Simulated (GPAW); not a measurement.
# How the form of the self-energy moves the gap of HgS (Cinnabar)

Wanted: the gap of HgS (Cinnabar) under several approximations, with cost.

Program: GPAW 26.7.0. Level of theory: PBE and many-body steps on it, plane waves. Results are calculated unless marked as measured.

Report form: the programs' logs are mostly left out.

**1. Set-up**

It takes space group P3_221 (No. 154, trigonal). The conventional cell has a = 4.145 Å, b = 4.145 Å, c = 9.496 Å, α = 90.00°, β = 90.00°, γ = 120.00°. Nearest to Hg lie 2 S at 2.37 Å. S has 2 Hg at 2.37 Å nearest. Farther neighbours and most contacts between anions are not listed.

Structure file:

```xyz
6
Lattice="4.1450 0.0000 0.0000 -2.0725 3.5897 0.0000 0.0000 0.0000 9.4960" Properties=species:S:1:pos:R:3 pbc="T T T"
Hg    2.9836    0.0000    6.3307
Hg   -1.4918    2.5838    3.1653
Hg    0.5807    1.0058    0.0000
S     2.0265    0.0000    1.5827
S    -1.0132    1.7550    7.9133
S     1.0593    1.8347    4.7480
```

The cell and positions come from the Crystallography Open Database and are kept as given unless a step says otherwise. Spin-orbit coupling is left out unless a step names it.

**2. Empty states on the mesh, 3×3×2 mesh, 123 bands**

This step: GPAW 26.7.0; DFT, PBE, plane waves, PAW.

The sums over transitions need many empty states on a uniform mesh; this step solves for them.

File run.py:

```python
import json
import numpy as np
from gpaw.mpi import world
from gpaw import GPAW

calc = GPAW('gs.gpw').fixed_density(kpts={'size': (3, 3, 2), 'gamma': True},
    nbands=143,
    convergence={'bands': 123},
    txt='nscf.txt')
calc.write('full.gpw', mode='all')
res = {}
kpts = calc.get_ibz_k_points()
res['kpts'] = kpts
res['eigenvalues'] = [calc.get_eigenvalues(kpt=k) for k in range(len(kpts))]
res['n_electrons'] = calc.get_number_of_electrons()

if world.rank == 0:
    with open('result.json', 'w') as f:
        json.dump(res, f, default=lambda x: x.tolist())
```

The run is started by

```
$ mpirun -n 4 gpaw python run.py
```

The job ended after 31 s (4 MPI ranks of Arm Neoverse V1, shared host; peak memory 0.92 GiB; 2 min of CPU time).

This step gave:

```yaml
gap: 1.470 eV
k_of_the_valence_top: 0, 0, 0
k_of_the_conduction_bottom: 0, 0, 0
least_direct_gap: 1.470 eV
k_points_computed: 8
lowest_point_of_the_top_converged_band_above_the_valence_top: 36.53 eV
```

On this mesh the gap is 1.470 eV.

**3. G0W0, Godby-Needs plasmon pole**

G0W0 replaces the xc potential by the self-energy, built once from these orbitals. Only a window of levels is corrected, while the sums run over the empty bands that the input names.

This step: G0W0 on PBE, plane waves, PAW.

File run.py:

```python
import json
import numpy as np
from gpaw.mpi import world
from gpaw.response.g0w0 import G0W0

gw = G0W0('full.gpw',
    filename='gw',
    kpts=[0],
    bands=(34, 38),
    ecut=50,
    nbands=113,
    integrate_gamma='WS',
    ppa=True)
gw.calculate()
res = {mode: {k: v for k, v in r.items() if k != 'sigma_eskwn'}
       for mode, r in gw.all_results.items()}

if world.rank == 0:
    with open('result.json', 'w') as f:
        json.dump(res, f, default=lambda x: x.tolist())
```

The run is started by

```
$ mpirun -n 4 gpaw python run.py
```

Elapsed: 36 s, on 4 MPI ranks; peak memory 1.3 GiB; 2.4 min of CPU time.

Numbers from this step:

| Item | Value |
| --- | --- |
| G0W0 gap on the points computed | 2.307 eV |
| least direct G0W0 gap on the computed points | 2.307 eV |
| Z at the valence top | 0.7847 |
| Z at the conduction bottom | 0.8037 |
| starting gap on the mesh | 1.470 eV |
| k of the valence top | 0, 0, 0 |
| k of the conduction bottom | 0, 0, 0 |

The gap on the mesh goes from 1.47 eV to 2.31 eV, a correction of +0.84 eV.

**4. G0W0, full frequency, Hilbert transform**

Changes to run.py since step 3:

```diff
@@ -12,3 +12,5 @@
     integrate_gamma='WS',
-    ppa=True)
+    frequencies={'type': 'nonlinear', 'domega0': 0.1, 'omega2': 15.0},
+    eta=0.1,
+    nblocksmax=True)
 gw.calculate()
```

The run is started by

```
$ mpirun -n 4 gpaw python run.py
```

Elapsed: 58 s, on 4 MPI ranks; peak memory 1.4 GiB; 3.8 min of CPU time.

Numbers from this step:

```yaml
g0w0_gap_on_the_points_computed: 2.285 eV
least_direct_g0w0_gap_on_the_computed_points: 2.285 eV
z_at_the_valence_top: 0.7519
z_at_the_conduction_bottom: 0.7785
starting_gap_on_the_mesh: 1.470 eV
k_of_the_valence_top: 0, 0, 0
k_of_the_conduction_bottom: 0, 0, 0
```

Against G0W0 in GPAW (3×3×2 mesh, 113 bands, screening to 50 eV, Godby-Needs plasmon pole), the gap moves by −0.023 eV.

**5. G0W0, multipole**

Changes to run.py since step 4:

```diff
@@ -12,5 +12,3 @@
     integrate_gamma='WS',
-    frequencies={'type': 'nonlinear', 'domega0': 0.1, 'omega2': 15.0},
-    eta=0.1,
-    nblocksmax=True)
+    mpa={'npoles': 4, 'wrange': [0, 40], 'varpi': 20.0, 'eta0': 0.01, 'eta_rest': 1.0, 'alpha': 1})
 gw.calculate()
```

The run is started by

```
$ mpirun -n 4 gpaw python run.py
```

Wall time 43 s (4 MPI ranks); peak memory 1.4 GiB; 2.8 min of CPU time.

This step gave:

* G0W0 gap on the points computed: 2.284 eV
* least direct G0W0 gap on the computed points: 2.284 eV
* starting gap on the mesh: 1.470 eV
* k of the valence top: 0, 0, 0
* k of the conduction bottom: 0, 0, 0

Against G0W0 in GPAW (3×3×2 mesh, 113 bands, screening to 50 eV, Godby-Needs plasmon pole), the gap moves by −0.023 eV.

**6. The runs together**

Times are wall times on 4 MPI ranks of Arm Neoverse V1, shared host, good to a factor of about two.

| run | mesh | bands | screening cutoff (eV) | DFT gap (eV) | gap on the mesh (eV) | direct (eV) | time |
| --- | --- | --- | --- | --- | --- | --- | --- |
| G0W0, Godby-Needs plasmon pole | 3×3×2 | 113 | 50 | 1.470 | 2.307 | 2.307 | 36 s |
| G0W0, full frequency, Hilbert transform | 3×3×2 | 113 | 50 | 1.470 | 2.285 | 2.285 | 58 s |
| G0W0, multipole | 3×3×2 | 113 | 50 | 1.470 | 2.284 | 2.284 | 43 s |

**7. Outcome**

| Property | Result |
| --- | --- |
| G0W0, Godby-Needs plasmon pole | 2.307 eV |
| G0W0, full frequency, Hilbert transform | 2.285 eV |
| G0W0, multipole | 2.284 eV |
| known limits | not at the basis limit; no spin-orbit coupling; coarse k mesh |

G0W0, full frequency, Hilbert transform: −0.023 eV against G0W0, Godby-Needs plasmon pole. G0W0, multipole: −0.023 eV against G0W0, Godby-Needs plasmon pole. Bands and cutoff are finite, so the gap is not at the basis limit. The miss can reach some tenths of an eV and take either sign; the mesh is an error of its own. These stock PAW sets were not made for GW. In the G0W0 runs levels were corrected at 1 k point alone, so a gap called «on the mesh» is the least over those, and an edge elsewhere would be missed. The 3×3×2 mesh is coarse for this cell, which bears on the long-range parts of exchange and screening. The many-body steps are scalar-relativistic: spin-orbit coupling is not in them.

[Paths, hosts, dates, memory and timing lines, banners, echoed tables and standing remarks are left out of the program output.]

[Logs are printed without paths, hosts, clocks, repeated set-up lines and the standing remarks that a program may print on its own settings, such as how far it seeks lower states.]

[Runs of the session that timed out or met a known fault of the program may be left out.]

[Hosts, paths, dates, database ids (printed as entryN), source tags and the programs' standing remarks are cut or masked in the printed files.]
